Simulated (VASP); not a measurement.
**PbS in VASP 6.6.1, single-point calculation**

INCAR

```
EDIFF = 1E-7
ISMEAR = -1
NBANDS = 22
LASPH = .TRUE.
NELM = 120
ISIF = 2
GGA = PE
PREC = Accurate
LREAL = .FALSE.
LWAVE = .FALSE.
NSW = 0
SIGMA = 0.02
IBRION = -1
LCHARG = .FALSE.
ENCUT = 520
```

KPOINTS

```
KPOINTS created by Atomic Simulation Environment
0
Gamma
3 3 3
0 0 0
```

POSCAR

```
Pb S
 1.0000000000000000
    -0.0817264545000000    2.9652508752000002    2.9652508752000002
     2.9652508752000002   -0.0817264545000000    2.9652508752000002
     2.9652508752000002    2.9652508752000002   -0.0817264545000000
 Pb  S
   1   1
Cartesian
  0.0000000000000000  0.0000000000000000  0.0000000000000000
  2.9243876479500011  2.9243876479500006  2.9243876479500006
```

The recommended PBE PAW datasets give the neutral cell 20 valence electrons.

Command

```
mpirun -np 1 vasp_std
```

OSZICAR

```
N       E                     dE             d eps       ncg     rms          rms(c)
DAV:   1     0.173775424024E+03    0.17378E+03   -0.90962E+03   264   0.957E+02
DAV:   2     0.601559819561E+01   -0.16776E+03   -0.15807E+03   288   0.283E+02
DAV:   3    -0.888820105593E+01   -0.14904E+02   -0.14742E+02   326   0.836E+01
DAV:   4    -0.934503788655E+01   -0.45684E+00   -0.45639E+00   314   0.149E+01
DAV:   5    -0.936281103916E+01   -0.17773E-01   -0.17772E-01   350   0.300E+00    0.481E+00
DAV:   6    -0.886014542587E+01    0.50267E+00   -0.12052E+00   422   0.612E+00    0.339E+00
DAV:   7    -0.886249458864E+01   -0.23492E-02   -0.14140E-01   330   0.150E+00    0.197E+00
DAV:   8    -0.886530429444E+01   -0.28097E-02   -0.17839E-02   294   0.989E-01    0.301E-01
DAV:   9    -0.886449898074E+01    0.80531E-03   -0.41329E-03   412   0.381E-01    0.811E-02
DAV:  10    -0.886470080407E+01   -0.20182E-03   -0.49186E-04   294   0.106E-01    0.621E-02
DAV:  11    -0.886470846925E+01   -0.76652E-05   -0.27857E-05   344   0.336E-02    0.949E-03
DAV:  12    -0.886470930960E+01   -0.84035E-06   -0.39316E-06   302   0.152E-02    0.668E-03
DAV:  13    -0.886470922180E+01    0.87798E-07   -0.35278E-07   316   0.286E-03
   1 F= -.88647092E+01 E0= -.88647092E+01  d E =-.878884E-11
```

Standard output (part)

```
POSCAR found type information on POSCAR PbS
 POSCAR found :  2 types and       2 ions
 LDA part: xc-table for (Slater+PW92), standard interpolation
 POSCAR, INCAR and KPOINTS ok, starting setup
 WAVECAR not read
 entering main loop
```

From OUTCAR

```
k-points           NKPTS =      6   k-points in BZ     NKDIM =      6   number of bands    NBANDS=     22

   NELECT =      20.0000    total number of electrons

   dimension x,y,z NGX =    32 NGY =   32 NGZ =   32
   dimension x,y,z NGXF=    64 NGYF=   64 NGZF=   64

  energy-cutoff  :      520.00
  volume of cell :       54.30
      direct lattice vectors                 reciprocal lattice vectors
    -0.081726455  2.965250875  2.965250875    -0.161804082  0.166390024  0.166390024
     2.965250875 -0.081726455  2.965250875     0.166390024 -0.161804082  0.166390024
     2.965250875  2.965250875 -0.081726455     0.166390024  0.166390024 -0.161804082

 k-points in reciprocal lattice and weights: KPOINTS created by Atomic Simulation Env
   0.00000000  0.00000000  0.00000000       0.037
   0.33333333  0.00000000  0.00000000       0.222
   0.33333333  0.33333333  0.00000000       0.222
  -0.33333333  0.33333333  0.00000000       0.222
   0.33333333  0.33333333  0.33333333       0.074
  -0.33333333  0.33333333  0.33333333       0.222

 E-fermi :   5.0646

 k-point     1 :       0.0000    0.0000    0.0000
  band No.  band energies     occupation
      1     -11.4880      2.00000
      2     -11.4880      2.00000
      3     -11.4874      2.00000
      4     -11.4645      2.00000
      5     -11.4645      2.00000
      6      -7.9699      2.00000
      7      -0.8398      2.00000
      8       3.2046      2.00000
      9       3.2046      2.00000
     10       3.4826      2.00000
     11      10.3621      0.00000
     12      10.4040      0.00000
     13      10.4040      0.00000
     14      11.9494      0.00000
     15      11.9494      0.00000
     16      12.4952      0.00000
     17      14.0963      0.00000
     18      14.3439      0.00000
     19      14.4337      0.00000
     20      14.4337      0.00000
     21      24.5873      0.00000
     22      24.5875      0.00000

 k-point     2 :       0.3333    0.0000    0.0000
  band No.  band energies     occupation
      1     -11.4998      2.00000
      2     -11.4921      2.00000
      3     -11.4755      2.00000
      4     -11.4547      2.00000
      5     -11.4476      2.00000
      6      -7.2185      2.00000
      7      -2.7253      2.00000
      8       3.4989      2.00000
      9       3.6464      2.00000
     10       4.5853      2.00000
     11       6.8324      0.00000
     12       7.9134      0.00000
     13       8.0520      0.00000
     14      12.6909      0.00000
     15      13.8156      0.00000
     16      14.3823      0.00000
     17      17.2108      0.00000
     18      18.5878      0.00000
     19      18.6232      0.00000
     20      19.1919      0.00000
     21      19.6385      0.00000
     22      20.2478      0.00000

 ...

  Total       -0.3661913     -0.3661913     -0.3661913      0.1688699      0.1688699      0.1688699
  in kB      -10.8047620    -10.8047620    -10.8047620      4.9826399      4.9826399      4.9826399
  external PRESSURE =     -10.8047620 kB  Pullay stress =       0.0000000 kB

 POSITION                                       TOTAL-FORCE (eV/Angst)
 -----------------------------------------------------------------------------------
      0.00000      0.00000      0.00000        -0.000000      0.000000     -0.000000
      2.92439      2.92439      2.92439         0.000000     -0.000000      0.000000
 -----------------------------------------------------------------------------------
    total drift:                                0.000000     -0.000000     -0.000000

  FREE ENERGIE OF THE ION-ELECTRON SYSTEM (eV)
  ---------------------------------------------------
  free  energy   TOTEN  =        -8.8647092218 eV

  energy  without entropy=       -8.8647092218  energy(sigma->0) =       -8.86470922
```

It converged. Results: gap between bands v and c on the k mesh 2.03 eV; least direct gap on the k mesh 2.11 eV; pressure -1.1 GPa. Band v is the last that the valence electrons fill when counted band by band, and c is the next.

These settings aren't sound, so the numbers aren't properties of the crystal.

On sound settings PBE gives a gap of 0.26 eV on its mesh and a pressure of -0.2 GPa for the intended cell.

The run took about 7.4 s on one core of a shared host (Intel Xeon Platinum 8488C) and held 0.17 GiB at most.
